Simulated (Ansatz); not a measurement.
Wanted: the native input for an Ansatz 0.2.0 run.

```
Task                : relaxation of cell and atoms
Functional          : RPBE
Dispersion          : D3(BJ)
Potentials or basis : Ansatz PAW
Cutoff              : 420 eV (not typed: the program's choice for these potentials)
k mesh              : 9 × 9 × 5
Occupations         : fermi-dirac, width 0.05 eV
Spin                : no spin polarisation
```

Crystal: PtS2.

```
Pt S
1.0
     3.54320    0.00000    0.00000
    -1.77160    3.06850    0.00000
     0.00000    0.00000    5.03880
Pt S
1 2
Direct
  0.00000 0.00000 0.00000
  0.66667 0.33333 0.77300
  0.33333 0.66667 0.22700
```

The input as run:

input.yaml

```yaml
crystal:
  lattice:
    - [3.5432, 0.0, 0.0]
    - [-1.7716, 3.0685012107, 0.0]
    - [0.0, 0.0, 5.0388]
  atoms:
    - { symbol: Pt, position: [0.0, 0.0, 0.0] }
    - { symbol: S, position: [0.6666666667, 0.3333333333, 0.773] }
    - { symbol: S, position: [0.3333333333, 0.6666666667, 0.227] }
hamiltonian:
  xc: rpbe
  pseudopotentials: { kind: paw }
  dispersion: d3bj
kpoints:
  mp_grid: { grid: [9, 9, 5] }
scf:
  occupations: { method: fermi_dirac, width: 0.05 }
output:
  forces: true
  stress: true
  eigenvalues: true
  write_density: true
  write_potential: true
  elf: true
  volumetric_format: npy
relax:
  f_tol: 0.01
  max_steps: 40
  cell: { stress_tol: 0.05 }
```

Potentials or basis: Ansatz PAW.

Command:

```bash
$ ansatz run input.yaml --threads 2 --pin off --max-ram 5632MiB --backend cpu --events-out ev --progress --plain --runs-dir out
```

It gave:

```json
{
 "Relaxed volume": "14.15 Å³/atom",
 "Relaxed cell": "a = 3.481 Å, b = 3.481 Å, c = 4.044 Å, α = 90.00°, β = 90.00°, γ = 120.00°",
 "Space group after relaxing (to 0.05 Å)": "P-3m1 (No. 164)",
 "Energy gained by relaxing": "224.5 meV/atom",
 "Ionic steps": "10",
 "Pressure after relaxing": "0.0 GPa",
 "Band gap on the k mesh": "none (metal or under the smearing width)"
}
```

Caveat: the volume moved by over 15 % at a fixed basis, so the end points are rough; the plane-wave basis is chosen anew once the cell has moved, so the energies of steps on either side of that aren't comparable; the volume moved by -23 % from the deposited cell, more than functionals usually miss; pairwise dispersion overbinds metals, which lowers pressure and volume; the PAW data sets come from PBE, with cores solved anew for the run's functional, which leaves a small shift of forces and pressure.

Wall time 18 s on 2 threads of Arm Neoverse V1, with other jobs on the host, peak memory 0.37 GiB.
